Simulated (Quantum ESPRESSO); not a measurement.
Set up this calculation in Quantum ESPRESSO 7.5, as the native input.

* Task: single point
* Functional: B86bPBE
* Dispersion: XDM
* Potentials or basis: JTH 2.0 LDA
* Cutoff: 490 eV
* Density cutoff: 2939 eV
* k mesh: 9 × 9 × 9
* Occupations: fermi-dirac, width 0.05 eV
* Spin: no spin polarisation
* Mixing beta: 0.5
* Most SCF iterations: 120
* SCF threshold: 2e-10 Ry

Na:

```
Na
1.0
    -2.17694    2.20875    2.18099
     2.15433   -2.15864    2.10827
     2.10694    2.08865   -2.13088
Na
1
Cartesian
  -0.0775 0.0014 -0.0927
```

The cell isn't the ideal one: cell strained at random at fixed volume.

One way to write it, as run:

pw.in

```
&CONTROL
  calculation = 'scf'
  prefix = 'pwscf'
  outdir = './tmp'
  pseudo_dir = './pseudo'
  tprnfor = .true.
  tstress = .true.
  disk_io = 'nowf'
/
&SYSTEM
  ibrav = 0
  nat = 1
  ntyp = 1
  ecutwfc = 36
  ecutrho = 216
  nbnd = 10
  input_dft = 'b86bpbe'
  occupations = 'smearing'
  smearing = 'fd'
  degauss = 0.00367493
  vdw_corr = 'xdm'
/
&ELECTRONS
  conv_thr = 2d-10
  electron_maxstep = 120
  mixing_beta = 0.5
/
ATOMIC_SPECIES
Na    22.9898 Na.LDA_PW-JTH.UPF
CELL_PARAMETERS bohr
  -4.1138147206    4.1739401367    4.1214700011
   4.0710936821   -4.0792440708    3.9840510070
   3.9815376713    3.9469670216   -4.0267739353
ATOMIC_POSITIONS bohr
Na    -0.1465327176    0.0026192202   -0.1751745912
K_POINTS automatic
9 9 9 0 0 0
```

Potentials or basis: JTH 2.0 LDA.

Run with:

```console
$ OMP_NUM_THREADS=1 pw.x -in pw.in > pw.out
```

It gave:

| Item | Value |
| --- | --- |
| Pressure | -3.4 GPa |
| Band gap on the k mesh | none (metal or under the smearing width) |

Caveat: the potentials were made for another functional, which shifts forces and pressure; the cutoff is low for these files, which shifts pressure and relaxed volume; XDM is unreliable for alkali and alkaline-earth atoms here; pairwise dispersion overbinds metals, which lowers pressure and volume.

Wall time 33 s on 1 thread of INTEL(R) XEON(R) PLATINUM 8581C CPU @ 2.10GHz (Emerald Rapids), on a shared host, peak memory 0.11 GiB.
